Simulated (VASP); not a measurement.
# KF (I4/mmm) in VASP: notebook

The runs below take KF through single point, with PBE.

Everything below comes from runs of VASP 6.6.1. Logs are shortened: lines on timing, memory, paths and dates and some standing lists are left out, and cuts for length are marked.

## (1) The cell of the first run

Symmetry: I4/mmm, No. 139, tetragonal system. The conventional cell has a = 3.833 Å, b = 3.833 Å, c = 4.608 Å, α = 90.00°, β = 90.00°, γ = 90.00°. K (site symmetry 4/mmm) has 2 F at 2.30 Å as nearest neighbours. F (site symmetry 4/mmm) has 2 K at 2.30 Å as nearest neighbours.

## (2) Single point, PBE (normal strain along x +0.0000, normal strain along z -0.1500)

The input, INCAR:

```
PREC = Accurate
ENCUT = 520
EDIFF = 1E-6
ISMEAR = 0
SIGMA = 0.05
LREAL = False
LASPH = True
NELM = 100
ALGO = Normal
ISIF = 2
LWAVE = False
LCHARG = True
GGA = PE
LELF = True
LVHAR = True
NBANDS = 15
```

The input, KPOINTS:

```
Automatic mesh
0
Gamma
  8 8 8
```

The input, POSCAR:

```
KF
1.0
    0.0000000000      2.7105354767      2.3039551552
    2.7105354767      0.0000000000      2.3039551552
    2.7105354767      2.7105354767      0.0000000000
K F
1 1
Direct
    0.0000000000      0.0000000000      0.0000000000
    0.5000000000      0.5000000000      0.5000000000
```

Potentials or basis: VASP PAW PBE potentials, release 64 (K_sv, F).

The run is started by

```bash
cat potpaw_PBE.64/K_sv/POTCAR potpaw_PBE.64/F/POTCAR > POTCAR
mpirun -np 1 vasp_std > vasp.out
```

OUTCAR:

```text
PREC = Accurate
   ENCUT = 520
   EDIFF = 1E-6
   ISMEAR = 0
   LREAL = False
   LASPH = True
   NELM = 100
   ISIF = 2
   GGA = PE

 ion  position               nearest neighbor table
   1  0.000  0.000  0.000-   2 2.30   2 2.30   2 2.71   2 2.71   2 2.71   2 2.71
   2  0.500  0.500  0.500-   1 2.30   1 2.30   1 2.71   1 2.71   1 2.71   1 2.71

  LATTYP: Found a body centered tetragonal cell.
 ALAT       =     3.8332760324
 C/A-ratio  =     1.2020815280

  Lattice vectors:

 A1 = (   0.0000000000,  -2.7105354767,  -2.3039551552)
 A2 = (   0.0000000000,   2.7105354767,  -2.3039551552)
 A3 = (   2.7105354767,   0.0000000000,   2.3039551552)

Analysis of symmetry for initial positions (statically):
=====================================================================
 Subroutine PRICEL returns:
 Original cell was already a primitive cell.

 Routine SETGRP: Setting up the symmetry group for a
 body centered tetragonal supercell.

 Subroutine GETGRP returns: Found 16 space group operations
 (whereof 16 operations were pure point group operations)
 out of a pool of 16 trial point group operations.

The static configuration has the point symmetry D_4h.

Analysis of symmetry for dynamics (positions and initial velocities):
=====================================================================
 Subroutine PRICEL returns:
 Original cell was already a primitive cell.

 Routine SETGRP: Setting up the symmetry group for a
 body centered tetragonal supercell.

 Subroutine GETGRP returns: Found 16 space group operations
 (whereof 16 operations were pure point group operations)
 out of a pool of 16 trial point group operations.

The dynamic configuration has the point symmetry D_4h.

 Subroutine INISYM returns: Found 16 space group operations
 (whereof 16 operations are pure point group operations),
 and found     1 'primitive' translations

----------------------------------------------------------------------------------------

                                     Primitive cell

  volume of cell :      33.8543

  direct lattice vectors                    reciprocal lattice vectors
     0.000000000  2.710535477  2.303955155    -0.184465396  0.184465396  0.217018113
     2.710535477  0.000000000  2.303955155     0.184465396 -0.184465396  0.217018113
     2.710535477  2.710535477  0.000000000     0.184465396  0.184465396 -0.217018113

  length of vectors
     3.557416468  3.557416468  3.833276032     0.339340280  0.339340280  0.339340280

  position of ions in fractional coordinates (direct lattice)
     0.000000000  0.000000000  0.000000000
     0.500000000  0.500000000  0.500000000

  ion indices of the primitive-cell ions
   primitive index   ion index
                 1           1
                 2           2

----------------------------------------------------------------------------------------

 KPOINTS: Automatic mesh

Automatic generation of k-mesh.
 Grid dimensions read from file:
 generate k-points for:    8    8    8

 Generating k-lattice:

  Cartesian coordinates                     Fractional coordinates (reciprocal lattice)
    -0.023058174  0.023058174  0.027127264     0.125000000  0.000000000  0.000000000
     0.023058174 -0.023058174  0.027127264     0.000000000  0.125000000  0.000000000
     0.023058174  0.023058174 -0.027127264     0.000000000  0.000000000  0.125000000

  Length of vectors
     0.042417535  0.042417535  0.042417535

  Shift w.r.t. Gamma in fractional coordinates (k-lattice)
     0.000000000  0.000000000  0.000000000

 Subroutine IBZKPT returns following result:
 ===========================================

 Found     59 irreducible k-points:

 Following reciprocal coordinates:
            Coordinates               Weight
  0.000000  0.000000  0.000000      1.000000
  0.125000  0.000000  0.000000      8.000000
  0.250000  0.000000  0.000000      8.000000
  0.375000  0.000000  0.000000      8.000000
  0.500000  0.000000  0.000000      4.000000
  0.125000  0.125000  0.000000      2.000000
[... 16 lines left out ...]
  0.250000  0.000000  0.125000     16.000000
  0.375000  0.000000  0.125000     16.000000
 [... further k-points ...]
   k-points           NKPTS =     59   k-points in BZ     NKDIM =     59   number of bands    NBANDS=     15
   number of dos      NEDOS =    301   number of ions     NIONS =      2
   total plane-waves  NPLWV =  23520
   dimension x,y,z NGX =    28 NGY =   28 NGZ =   30
   dimension x,y,z NGXF=    56 NGYF=   56 NGZF=   60
   ions per type =               1   1
   NGX,Y,Z   is equivalent  to a cutoff of  13.09, 13.09, 13.01 a.u.
   NGXF,Y,Z  is equivalent  to a cutoff of  26.17, 26.17, 26.02 a.u.
 SYSTEM =  unknown system
   PREC   = accura    normal or accurate (medium, high low for compatibility)
   ISTART =      0    job   : 0-new  1-cont  2-samecut
   ICHARG =      2    charge: 1-file 2-atom 10-const
   ISPIN  =      1    spin polarized calculation?
   LNONCOLLINEAR =      F non collinear calculations
   LSORBIT =      F    spin-orbit coupling
   LASPH  =      T    aspherical Exc in radial PAW
   ENCUT  =  520.0 eV  38.22 Ry    6.18 a.u.   6.61  6.61  7.13*2*pi/ulx,y,z
   NELM   =    100;   NELMIN=  2; NELMDL= -5     # of ELM steps
   EDIFF  = 0.1E-05   stopping-criterion for ELM
[... 8 lines left out ...]
   TEBEG  =    0.0;   TEEND  =   0.0 temperature during run
   PSTRESS=    0.0 pullay stress
   NELECT =      16.0000    total number of electrons
   NUPDOWN=      -1.0000    fix difference up-down
   EMIN   =  10.00;   EMAX   =-10.00  energy-range for DOS
   EFERMI =   0.00;   METHOD = LEGACY
   ISMEAR =     0;   SIGMA  =   0.05  broadening in eV -4-tet -1-fermi 0-gaus
   EFERMI_NEDOS =   21; number of points for ismear=-14 and -15
   IALGO  =     38    algorithm
   IMIX   =      4    mixing-type and parameters
     AMIX     =   0.40;   BMIX     =  1.00
     AMIX_MAG =   1.60;   BMIX_MAG =  1.00
  volume/ion in A,a.u.               =      16.93       114.23
  Fermi-wavevector in a.u.,A,eV,Ry     =   1.275195  2.409770 22.124753  1.626123
  Thomas-Fermi vector in A             =   2.407921
   LORBIT       =      0    0 simple, 1 ext, 2 COOP (PROOUT), +10 PAW based schemes
   GGA     = PE    functional components
   LHFCALC =     F    Hartree Fock is set to
   AEXX    =    0.0000 exact exchange contribution
   IVDW    =     0    specifies the selected vdW correction
   LEPSILON=     F    determine dielectric tensor
   LRPA    =     F    only Hartree local field effects (RPA)
 non-spin polarized calculation
 Gauss-broadening in eV      SIGMA  =   0.05
  energy-cutoff  :      520.00
  volume of cell :       33.85
 maximum number of plane-waves:       923
 NGX is ok and might be reduce to    28
   NGX = 13   NGY = 13   NGZ = 15

 number of electron      15.9999996 magnetization

 Free energy of the ion-electron system (eV)
  ---------------------------------------------------
  ext. energy  EPLUGINS =         0.00000000
  ---------------------------------------------------
  free energy    TOTEN  =        -7.92842043 eV

  energy without entropy =       -7.92842043  energy(sigma->0) =       -7.92842043

 E-fermi :  -1.7451     XC(G=0):  -8.9218

 val. band max:       -1.9850766259   @ k =   0.5000   0.0000   0.5000
 cond. band min:       4.1739759020   @ k =   0.0000   0.0000   0.0000
 fundamental gap:      6.1590525279
 Fermi energy:        -1.7450796755

 k-point     1 :       0.0000    0.0000    0.0000
  band No.  band energies     occupation
      1     -28.2089      2.00000
      2     -21.1857      2.00000
      3     -11.4853      2.00000
      4     -11.3225      2.00000
      5     -11.3225      2.00000
      6      -2.5910      2.00000
      7      -2.5910      2.00000
      8      -2.0061      2.00000
      9       4.1740      0.00000
     10       8.3877      0.00000
     11       8.3877      0.00000
     12       9.3688      0.00000
     13       9.5459      0.00000
     14      11.7160      0.00000
     15      15.5300      0.00000

 k-point     2 :       0.1250    0.0000    0.0000
  band No.  band energies     occupation
      1     -28.1817      2.00000
      2     -21.2249      2.00000
      3     -11.4491      2.00000
      4     -11.3642      2.00000
      5     -11.3460      2.00000
      6      -2.7042      2.00000
      7      -2.6481      2.00000
      8      -2.1896      2.00000
      9       4.6347      0.00000
     10       8.3484      0.00000
     11       8.6462      0.00000
     12       9.3461      0.00000
     13       9.7476      0.00000
     14      11.9316      0.00000
     15      16.3503      0.00000

 k-point     3 :       0.2500    0.0000    0.0000
  band No.  band energies     occupation
      1     -28.1148      2.00000
      2     -21.3194      2.00000
      3     -11.5126      2.00000
      4     -11.4018      2.00000
      5     -11.3083      2.00000
      6      -2.9821      2.00000
      7      -2.7819      2.00000
      8      -2.5755      2.00000
      9       5.7664      0.00000
     10       8.1489      0.00000
     11       9.2119      0.00000
     12       9.7906      0.00000
     13      10.4438      0.00000
     14      12.4632      0.00000
     15      17.1893      0.00000

 k-point     4 :       0.3750    0.0000    0.0000
  band No.  band energies     occupation
      1     -28.0461      2.00000
      2     -21.4151      2.00000
      3     -11.6303      2.00000
      4     -11.4566      2.00000
      5     -11.1896      2.00000
      6      -3.2813      2.00000
      7      -2.9107      2.00000
      8      -2.8897      2.00000
      9       6.8031      0.00000
     10       8.4190      0.00000
     11       9.6417      0.00000
     12      10.5007      0.00000
     13      11.7190      0.00000
     14      12.9257      0.00000
     15      15.9787      0.00000
[... 307 lines left out ...]
 k-point    22 :       0.1250    0.0000    0.1250
  band No.  band energies     occupation
      1     -28.1816      2.00000
      2     -21.2042      2.00000
      3     -11.5345      2.00000
      4     -11.3938      2.00000
      5     -11.3413      2.00000
      6      -2.8050      2.00000
      7      -2.6049      2.00000
      8      -2.0080      2.00000
      9       4.7736      0.00000
     10       7.9306      0.00000
     11       8.8506      0.00000
     12       9.6994      0.00000
     13       9.7686      0.00000
     14      11.7592      0.00000
     15      16.4835      0.00000

 k-point    23 :       0.2500    0.0000    0.1250
  band No.  band energies     occupation
      1     -28.1349      2.00000
      2     -21.2535      2.00000
      3     -11.5551      2.00000
      4     -11.4764      2.00000
      5     -11.3825      2.00000
      6      -2.9749      2.00000
      7      -2.6833      2.00000
      8      -2.1835      2.00000
      9       5.6487      0.00000
     10       7.6908      0.00000
     11       9.3649      0.00000
     12      10.0228      0.00000
     13      10.2092      0.00000
     14      12.0128      0.00000
     15      17.5093      0.00000

 k-point    24 :       0.3750    0.0000    0.1250
  band No.  band energies     occupation
      1     -28.0674      2.00000
      2     -21.3449      2.00000
      3     -11.6546      2.00000
      4     -11.4610      2.00000
      5     -11.3872      2.00000
      6      -3.1282      2.00000
      7      -2.8330      2.00000
      8      -2.5661      2.00000
      9       6.7542      0.00000
     10       7.9004      0.00000
     11       9.6437      0.00000
     12      10.5485      0.00000
     13      11.2909      0.00000
     14      12.5300      0.00000
     15      16.1165      0.00000

 [... further k-points ...]

------------------------ aborting loop because EDIFF is reached ----------------------------------------

  FORCE on cell =-STRESS in cart. coord.  units (eV):
  Direction    XX          YY          ZZ          XY          YZ          ZX
  --------------------------------------------------------------------------------------
  -------------------------------------------------------------------------------------
  Total        0.6369046      0.6369046      5.8108638      0.0000000      0.0000000      0.0000000
  in kB       30.1419083     30.1419083    275.0027717      0.0000000      0.0000000      0.0000000
  external PRESSURE =     111.7621961 kB  Pullay stress =       0.0000000 kB

 VOLUME and BASIS-vectors are now :
 -----------------------------------------------------------------------------
  energy-cutoff  :      520.00
  volume of cell :       33.85
      direct lattice vectors                 reciprocal lattice vectors
     0.000000000  2.710535477  2.303955155    -0.184465396  0.184465396  0.217018113
     2.710535477  0.000000000  2.303955155     0.184465396 -0.184465396  0.217018113
     2.710535477  2.710535477  0.000000000     0.184465396  0.184465396 -0.217018113

 POSITION                                       TOTAL-FORCE (eV/Angst)
 -----------------------------------------------------------------------------------
      0.00000      0.00000      0.00000        -0.000000      0.000000      0.000000
      2.71054      2.71054      2.30396         0.000000     -0.000000      0.000000
 -----------------------------------------------------------------------------------
    total drift:                                0.000000      0.000000      0.000000

  FREE ENERGIE OF THE ION-ELECTRON SYSTEM (eV)
  ---------------------------------------------------
  free  energy   TOTEN  =        -7.9284204348 eV

  energy  without entropy=       -7.9284204348  energy(sigma->0) =       -7.92842043
```

Run time: 25 s. Hardware: 1 thread of Intel Xeon Platinum 8375C at 2.90GHz (Ice Lake), shared host; peak memory 0.17 GiB.

What came out:

| Item | Value |
| --- | --- |
| Free energy | -7.9284 eV |
| Pressure | 11.2 GPa |
| Band gap on the k mesh | 6.16 eV, indirect (least direct gap 6.18 eV) |

Stress tensor (GPa, compression positive):
```
 3.01  0.00  0.00
 0.00  3.01  0.00
 0.00  0.00 27.50
```

Levels at points of the mesh, in eV from the valence-band top:
| k point | band 5 | band 6 | band 7 | band 8 | band 9 | band 10 | band 11 | band 12 |
| --- | --- | --- | --- | --- | --- | --- | --- | --- |
| (0.00, 0.00, 0.00) | -9.34 | -0.61 | -0.61 | -0.02 | 6.16 | 10.37 | 10.37 | 11.35 |
| (0.50, 0.00, 0.00) | -9.15 | -1.43 | -1.02 | -0.98 | 9.04 | 10.97 | 11.77 | 12.84 |
| (0.50, 0.50, 0.00) | -9.80 | -0.62 | -0.62 | -0.02 | 7.42 | 10.88 | 13.30 | 13.91 |
| (0.50, 0.00, 0.50) | -9.47 | -0.75 | -0.65 | 0.00 | 8.19 | 10.40 | 11.75 | 13.87 |

A k mesh can miss the band edges.

## (3) Single point, PBE (normal strain along x +0.0525, normal strain along z +0.1125)

The input, INCAR:

```
SYSTEM = KF
PREC = Accurate
ENCUT = 520
EDIFF = 1E-6
ISMEAR = 0
SIGMA = 0.05
LREAL = .False.
LASPH = .True.
NELM = 100
ALGO = Fast
ISIF = 2
LWAVE = .False.
LCHARG = .False.
GGA = PE
NBANDS = 15
```

The input, KPOINTS:

```
regular mesh
0
Gamma
  8 8 8
  0 0 0
```

The input, POSCAR:

```
KF
1.0
    0.0000000000      2.7105354767      3.0154707178
    2.8528385892      0.0000000000      3.0154707178
    2.8528385892      2.7105354767      0.0000000000
K F
1 1
Direct
    0.0000000000      0.0000000000      0.0000000000
    0.5000000000      0.5000000000      0.5000000000
```

Potentials or basis: VASP PAW PBE potentials, release 64 (K_sv, F).

The run is started by

```bash
cat potpaw_PBE.64/K_sv/POTCAR potpaw_PBE.64/F/POTCAR > POTCAR
mpirun -np 1 vasp_std > vasp.out
```

Wall time 75 s (1 thread of Intel Xeon Platinum 8375C at 2.90GHz (Ice Lake), shared host); peak memory 0.21 GiB.

It converged, with:

| Quantity | Value |
| --- | --- |
| Free energy | -8.2158 eV |
| Pressure | -2.8 GPa |
| Band gap on the k mesh | 5.18 eV, direct |

Stress tensor (GPa, compression positive):
```
-3.06  0.00  0.00
 0.00 -1.87  0.00
 0.00  0.00 -3.50
```

Levels at points of the mesh, in eV from the valence-band top:
| k point | band 5 | band 6 | band 7 | band 8 | band 9 | band 10 | band 11 | band 12 |
| --- | --- | --- | --- | --- | --- | --- | --- | --- |
| (0.00, 0.00, 0.00) | -10.08 | -0.06 | -0.04 | 0.00 | 5.18 | 9.84 | 10.11 | 10.33 |
| (0.50, 0.00, 0.00) | -10.08 | -0.64 | -0.27 | -0.25 | 8.17 | 9.17 | 10.88 | 11.40 |
| (0.50, 0.50, 0.00) | -10.18 | -0.35 | -0.10 | -0.06 | 8.13 | 9.17 | 9.79 | 12.57 |
| (0.50, 0.00, 0.50) | -10.26 | -0.22 | -0.15 | -0.14 | 7.78 | 9.31 | 10.75 | 12.50 |
| (0.00, 0.50, 0.50) | -10.22 | -0.30 | -0.13 | -0.08 | 7.98 | 9.18 | 10.28 | 12.46 |

A k mesh can miss the band edges.
